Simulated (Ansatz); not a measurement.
The system is CoO.

```
CELL_PARAMETERS angstrom
1.60222 0.92504 2.56647
-1.60222 0.92504 2.56647
0.00000 -1.85008 2.56647
ATOMIC_POSITIONS crystal
Co 0.99898 0.99898 0.99898
O 0.75102 0.75102 0.75102
```

Measurements of this composition are mostly on another form, of space group No. 225.

A run of Ansatz 0.2.0 on this cell left the log below. Logs are shortened: lines on timing, memory, paths and dates and some standing lists are left out, and cuts for length are marked.

```text
Warning: RAYON_NUM_THREADS=2 ignored (pool sized by the plan → 2); use --threads N
Engine: ansatz 0.2.0, aarch64-unknown-linux-gnu
Pseudopotentials: kind: paw
Pseudopotential: Co, paw, valence charge 17, recommended cutoff 420 eV (normal), Co.paw.azcp
Pseudopotential: O, paw, valence charge 6, recommended cutoff 420 eV (normal), O.paw.azcp
Functional definition: SPW92
  exchange = slater_x
  correlation = pw_c
Crystal: 2 atoms, lattice volume = 22.823 Å³
Basis set: ecut = 420 eV, 447 PW (Γ)
Bands: 17, of which v1, the nominal top of the filled ones, is band 12 counted from 1 (11 counted from 0)
Symmetry: 6 space group operations
Space group: R3m (ITA 160), of the structure as read, at distance tolerance 2.8e-5 Å
Magnetic group: BNS 160.65 (UNI 1295), of the structure as read, at distance tolerance 2.8e-5 Å
k-points: 116 of 1000 (time reversal used)
Non-local potential: Co, projectors of the file, l = 0: 3, l = 1: 2, l = 2: 3, l = 3: 1
Non-local potential: O, projectors of the file, l = 0: 2, l = 1: 2, l = 2: 1
PAW form: soft (Blöchl's): semilocal exchange-correlation on the pseudo side does not see the compensation charge
PAW frozen core: Co, regenerated for the run's functional, and the local potential with it (the file was generated under x = pbe(κ = 0.804, μ = 0.2195149727645171), c = pbe(β = 0.06672455060314922))
PAW frozen core: O, regenerated for the run's functional, and the local potential with it (the file was generated under x = pbe(κ = 0.804, μ = 0.2195149727645171), c = pbe(β = 0.06672455060314922))
PAW one-centre angular grid: Co, 590 points (default); XC on 64 Gauss nodes
PAW one-centre angular grid: O, 110 points (default); XC on 64 Gauss nodes
Initial density: superposition of atomic densities (chi_scale 0.1, normalization cell, long waves kept (reshape's long-wave potential 0.00 eV rms))
Starting moments: Σ|m| = 2 μB on 1 of 2 sites
Initial wavefunctions: pseudopotential atomic-orbital guess
Functional: x = slater, c = lda
SCF iter   1: F=—  HF=-5615.619800 eV  |F-HF|=—  |Δ(HF+E_count)|=         —  Δρ=9.41e-2 (↑9.41e-2 ↓8.14e-2)  dr2=4.86e0  dr2_m=1.78e-1  M=2.169 μB ∫|m|=2.170 μB  β_m=0.30  ethr=3.10e-3  ⟨swp⟩=5.6  Hψ=17851  notcnv=0
Mixer restart at iter 1: flushing history
preconditioner: auto → none  [metal: Δε(μ)=0.009 eV  Ē_g=12.747 eV  σ=0.050 eV  W_gap=0.05  n_scr=8 (ndim 8)  ℏωp=30.1 eV  f_vac=0.000  D(μ)=2.97/eV (n_scr^D=56)  sad-step TF]
SCF iter   2: F=—  HF=-5616.211365 eV  |F-HF|=—  |Δ(HF+E_count)|=   5.92e-1  Δρ=4.18e-2 (↑4.18e-2 ↓3.95e-2)  dr2=8.35e-1  dr2_m=1.32e-1  M=2.245 μB ∫|m|=2.246 μB  β_m=0.39  ethr=3.10e-3  ⟨swp⟩=3.0  Hψ=9490  notcnv=0  defer=67
[... 142 lines left out ...]
Free energy (F): -5616.815958 eV
Harris-Foulkes:  -5616.815958 eV  (|F-HF|=1.82e-12)
Internal energy: -5616.802250 eV  (E = F + TS)
E sigma→0 (E₀):  -5616.809104 eV
Entropy (-TS):   -0.013708 eV (-6.854 meV/atom)
Fermi energy:    13.372801 eV
--- Per-component energies (eV) ---
  E_band       = -321.979096
  E_kinetic    = 624.001665
  E_local      = -3660.813741  (includes V_loc(G=0)·N_el)
  E_nonlocal   = 517.362657
  E_hartree    = 1510.302770
  E_xc         = -227.780621
  E_vxc        = -294.803693  (∫ρ·V_xc dr)
  E_paw        = -1601.548081  (= ΣΔE_a)
  E_vpaw       = -528.333782  (= ΣTr[D̂ρ^β])
  E_aug_tail   = 0.002308  (compensation charges beyond the density's cutoff)
  E_ewald      = -2778.844379
  E_core_change = 0.515172  (= ΣΔE_core)
  E_smearing   = -0.013708  (= −TS)
  E_closure    = 0.000000  (closes the sum)
  Σ components = -5616.815958   (vs F -5616.815958, Δ=0.00e0)
--- Forces (eV/Å), atoms counted from 1 ---
  atom   1  Co    -0.00000000    -0.00000000     0.00002057
  atom   2  O      0.00000000     0.00000000    -0.00002065
  max |Σ_I F_I| component: 7.53e-8 eV/Å
--- Stress (GPa, compression-positive) ---
       -0.024712       0.000000       0.000000
       -0.000000      -0.024712      -0.000000
        0.000000      -0.000000      -0.019142
  P = ⅓ Tr σ = -0.0229 GPa (-0.229 kbar)
--- Band table (eV; the first three rows and the last of 232) ---
  k-point 0 ↑: bands = ["-81.9537", "-45.6403", "-45.6403", "-45.6402", "-7.8060", "6.2204", "6.2204", "6.2208", "11.3123", "11.3123", "13.7729", "14.3974", "14.3974", "14.3974", "28.4929", "28.4929", "28.4950"]
  k-point 1 ↑: bands = ["-81.9532", "-45.6448", "-45.6410", "-45.6409", "-7.7255", "6.0397", "6.2641", "6.2644", "11.2823", "11.2823", "13.8058", "14.3355", "14.3355", "14.5718", "27.3793", "28.6131", "28.6149"]
  k-point 2 ↑: bands = ["-81.9522", "-45.6565", "-45.6428", "-45.6427", "-7.5113", "5.6557", "6.3737", "6.3739", "11.2376", "11.2376", "13.2248", "14.1449", "14.1450", "15.6584", "25.3004", "28.7310", "28.7323"]
  k-point 115 ↓: bands = ["-80.3034", "-44.0960", "-44.0523", "-44.0523", "-6.6139", "5.3741", "7.1787", "7.1787", "12.6478", "12.6478", "12.7531", "14.5981", "14.5981", "19.8722", "21.3971", "28.3607", "28.3607"]
--- Relaxed structure (8 steps of the walk, 8 accepted, 2 SCFs on fresh bases) ---
  F+E_penalty+E_count = -5616.81595788 eV   max|allowed force component| = 2.061e-5 eV/Å   (the final SCF, on the basis selected at the relaxed cell)
  cell:  # Å, volume = 19.6636 Å³
    - [1.5148582625769684, 0.8746038256829416, 2.4735955494876327]
    - [-1.5148582625769684, 0.8746038256829416, 2.4735955494876327]
    - [-4.0080109398261385e-34, -1.7492076513658832, 2.4735955494876327]
  atoms:
    - { symbol: Co, position: [1.000003908128178, 1.000003908128178, 1.000003908128178] }
    - { symbol: O, position: [0.7499954418718222, 0.7499954418718222, 0.7499954418718222] }
```

Question: What input gives this log?

Answer: Relaxation of cell and atoms with LDA, collinear spin, ferromagnetic start. The files as run (others can give the same):

input.yaml
```yaml
crystal:
  lattice:
    - [1.6022198417, 0.9250420569, 2.5664708903]
    - [-1.6022198417, 0.9250420569, 2.5664708903]
    - [0.0, -1.8500841138, 2.5664708903]
  atoms:
    - { symbol: Co, position: [0.99897832, 0.99897832, 0.99897832], spin: 2.0 }
    - { symbol: O, position: [0.75102103, 0.75102103, 0.75102103] }
hamiltonian:
  xc: lda
  pseudopotentials: { kind: paw }
magnetization:
  spin_polarized: true
kpoints:
  mp_grid: { grid: [10, 10, 10] }
scf:
  occupations: { method: fermi_dirac, width: 0.05 }
output:
  forces: true
  stress: true
  eigenvalues: true
relax:
  f_tol: 0.01
  max_steps: 40
  cell: { stress_tol: 0.05 }
```

Potentials or basis: Ansatz PAW.
Launch:
```bash
$ ansatz run input.yaml --threads 2 --pin off --max-ram 5632MiB --backend cpu --events-out ev --progress --plain --runs-dir out
```

Caveat: the plane-wave basis is chosen anew once the cell has moved, so the energies of steps on either side of that aren't comparable; the pressure holds a Pulay correction of +1.0 GPa for the finite cutoff; a cell with one magnetic atom can't hold antiferromagnetic order, which such compounds often take; semilocal functionals often make such compounds metallic where correlation or magnetic order opens a gap, which also shifts bond lengths; the PAW data sets come from PBE, with cores solved anew for the run's functional, which leaves a small shift of forces and pressure.
